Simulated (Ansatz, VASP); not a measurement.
**Two plane-wave programs on AlN**

```
CELL_PARAMETERS angstrom
3.39630 0.00000 0.00000
-1.69815 2.94128 0.00000
0.00000 0.00000 4.43880
ATOMIC_POSITIONS crystal
Al 0.33333 0.66667 0.75000
Al 0.66667 0.33333 0.25000
N 0.33333 0.66667 0.25000
N 0.66667 0.33333 0.75000
```

Alike in both runs: task single point; functional PBE; k mesh 9 × 9 × 6; occupations gaussian, width 0.05 eV; no spin polarisation.

```csv
,VASP,Ansatz
version,VASP 6.6.1,Ansatz 0.2.0
potentials or method,"VASP PAW PBE potentials, release 64 (Al, N)","scalar-relativistic, plane waves, PAW"
plane-wave cutoff (eV),520,520
valence electrons in the cell,16,16
```

Ansatz gave:

```
gap on the k mesh at the Fermi level (eV)       : 2.34
least direct gap on the mesh (eV)               : 2.34
pressure (GPa)                                  : -17.0
largest component of the traceless stress (GPa) : 0.90
```

Task: Which values does VASP return?

Result: gap on the k mesh at the Fermi level (eV): 2.34; least direct gap on the mesh (eV): 2.34; pressure (GPa): -17.1; largest component of the traceless stress (GPa): 0.98.

The functional is the same, so the differences come from potentials, cutoffs and numerics.

Caveats: so large a pressure means that the cell lies far from this level's equilibrium, or that cutoff or potentials fall short (VASP). A hybrid or GW would open this gap; PBE tends to underestimate it.
